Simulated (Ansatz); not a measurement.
# MgO under changes of volume

One of the cells (9.221 Å³/atom); the others are scaled copies at fixed shape and fractional positions:

```
CELL_PARAMETERS angstrom
0.00000 2.09700 2.09700
2.09700 0.00000 2.09700
2.09700 2.09700 0.00000
ATOMIC_POSITIONS crystal
Mg 0.00000 0.00000 0.00000
O 0.50000 0.50000 0.50000
```

The cell is a database's computed one.

* Program: Ansatz 0.2.0
* Functional: PBEsol
* Potentials or basis: all-electron LAPW, scalar-relativistic
* Cutoff: 343 eV (chosen from the basis error)
* Basis error allowed: 0.0005 eV/atom
* k mesh: 11 × 11 × 11
* Occupations: fermi-dirac, width 0.05 eV
* Spin: no spin polarisation

| volume (Å³/atom) | energy over the lowest point (meV/atom) | pressure (GPa) | gap on the mesh (eV) |
| --- | --- | --- | --- |
| 8.668 | 28.43 | 14.1 | 5.39 |
| 8.853 | 14.69 | 9.8 | 5.17 |
| 9.037 | 5.67 | 5.9 | 4.96 |
| 9.221 | 0.91 | 2.4 | 4.76 |
| 9.406 | 0.00 | -0.8 | 4.57 |
| 9.590 | 2.57 | -3.6 | 4.39 |
| 9.775 | ? | ? | ? |

Q: What does the run at 9.775 Å³/atom give?

A: Energy over the lowest point 8.30 meV/atom; pressure -6.3 GPa; gap on the mesh 4.21 eV.

Worked out: A Birch-Murnaghan fit of order 3 (a polynomial in V^(-2/3)) to the other rows has its minimum at 9.36 Å³/atom with B0 = V·E''(V) = 158 GPa and B' = 3.9. It gives 8.36 meV/atom at 9.775 Å³/atom, against the run's 8.30, and -dE/dV = -6.3 GPa, against -6.3. A straight line through the other rows of the gap, of slope -9.9 eV per unit of ln V (its deformation potential), extrapolates to 4.19 eV, against the run's 4.21.

Energies are extrapolated to zero smearing.
